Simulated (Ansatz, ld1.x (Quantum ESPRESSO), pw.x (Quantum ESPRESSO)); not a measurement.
# Si: one change to the RRKJ potential, in the atom and in the bcc crystal

ld1.x (Quantum ESPRESSO) 7.5 input, shortened:

```
&input
   title='Si', zed=14., rel=1, dft='PBESOL', iswitch=3,
   config='[Ne] 3s2 3p2 3d-2'
 /
 &inputp
   pseudotype=2, tm=.false., lloc=0,
   nlcc=.false.
 /
3
3P  2  1   2.00   0.00  1.55  1.55  0.0
3D  3  2  -2.00   0.15  1.40  1.40  0.0
3S  1  0   2.00   0.00  1.35  1.35  0.0
 &test
   configts(1)='3s2 3p2'
 /
```

Change: wave 3d channel at 0.15 Ry: rc 1.40 bohr becomes 3d channel at 2.98 Ry: rc 1.40 bohr.

Cutoffs, loose and tight: the cutoffs (Ry, on a coarse ladder) from which the occupation-weighted sum of valence levels, in a spherical-Bessel basis at the reference potential, stays within 10 and 1 mRy of its value at 400 Ry. They do not see the model core or the augmentation charge, which bear on the density cutoff. Test errors are all-electron minus pseudo excitation energies from the reference, over the configurations 3s2 3p1; 3s2 3p0; 3s1 3p0; 3s0 3p4; 3s1 3p2; 3s2 3p1.5; 3s1 3p3; variants that change the core or the reference have their own tests.

Crystal test: bcc Si in pw.x 7.5, no spin, 15³ k-points, Fermi–Dirac smearing 0.01 Ry, cutoffs set for each file from its atomic test. The reference is all-electron LAPW (Ansatz 0.2.0) with the same functional, mesh and smearing; V0 and B0 come from Birch–Murnaghan fits to the pressures at five volumes. Errors are pseudo minus all-electron; Δ is the rms difference of the E(V) curves that follow from these fits, minima aligned, over ±6 % about the mean V0. Mesh and smearing are coarse, so the numbers serve the comparison and aren't converged zero-temperature values; the lattice is a test structure that the element need not adopt.

All-electron: a0 = 3.056 Å (V0 = 14.27 Å³/atom), B0 = 101.5 GPa.

Problem. Does the change bring the crystal closer to the all-electron result?

Solution. The mean pressure error goes from -0.27 to +0.37 GPa, so the change moves the solid further from the all-electron pressures. At 80 % of its cutoff the pressure of the base moves by -0.32 GPa.

| quantity | base | changed |
| --- | --- | --- |
| outcome (atom) | generated | generated |
| cutoff, loose (atom) | 35 Ry | 35 Ry |
| cutoff, tight (atom) | 80 Ry | 80 Ry |
| bound ghosts (atom) | none | none |
| largest test error (meV) (atom) | +75 | +75 |
| cutoffs in pw.x (Ry) | 100/400 | 100/400 |
| a0 (Å) | 3.054 | 3.060 |
| a0 error (%) | -0.09 | +0.12 |
| B0 error (%) | +0.1 | -0.4 |
| Δ (meV/atom) | 0.8 | 1.1 |
| mean pressure error (GPa) | -0.27 | +0.37 |

 The atomic cutoffs weigh occupied waves only.
